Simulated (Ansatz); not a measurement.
The system is SiC.

```xyz
8
Lattice="3.0757 0.0000 0.0000 -1.5378 2.6636 0.0000 0.0000 0.0000 10.0706" Properties=species:S:1:pos:R:3 pbc="T T T"
Si    0.0000    0.0000    1.8922
Si    0.0000    0.0000    6.9275
Si    0.0000    1.7758    4.4094
Si    1.5378    0.8879    9.4447
C     0.0000    0.0000    0.0046
C     0.0000    0.0000    5.0400
C     0.0000    1.7758    2.5157
C     1.5378    0.8879    7.5510
```

The cell is a database's computed one.

- Program: Ansatz 0.2.0
- Task: relaxation of cell and atoms
- Functional: RPBE
- Potentials or basis: Ansatz PAW
- Cutoff: 420 eV (not typed: the program's choice for these potentials)
- k mesh: 10 × 10 × 3
- Occupations: fermi-dirac, width 0.05 eV
- Spin: no spin polarisation

At the start: volume 10.31 Å³/atom.

Problem. How do energy, volume and symmetry change on relaxing?

Solution. It ends after 8 steps and the volume is 10.66 Å³/atom (+3.3 %); space group P6_3mc (No. 186, to 0.05 Å).

The path:
```
step  energy change (eV)  largest force (eV/Å)  volume (Å³)
   1              0.0000                0.0108        82.50
   2             -0.0445                0.0090        83.94
   3             -0.0554                0.0006        85.16
   4             -0.0553                0.0041        85.21
   5             -0.0553                0.0003        85.21
   6             -0.0601                0.0003        85.21
   7             -0.0601                0.0000        85.25
   8             -0.0601                0.0000        85.25
```

Final structure:
```xyz
8
Lattice="3.1097 0.0000 0.0000 -1.5548 2.6931 0.0000 0.0000 0.0000 10.1798" Properties=species:S:1:pos:R:3 pbc="T T T"
Si    0.0000    0.0000    1.9129
Si    0.0000    0.0000    7.0027
Si    0.0000    1.7954    4.4572
Si    1.5548    0.8977    9.5471
C     0.0000    0.0000    0.0045
C     0.0000    0.0000    5.0944
C     0.0000    1.7954    2.5430
C     1.5548    0.8977    7.6329
```

Caveat: the plane-wave basis is chosen anew once the cell has moved, so the energies of steps on either side of that aren't comparable; the PAW data sets come from PBE, with cores solved anew for the run's functional, which leaves a small shift of forces and pressure.
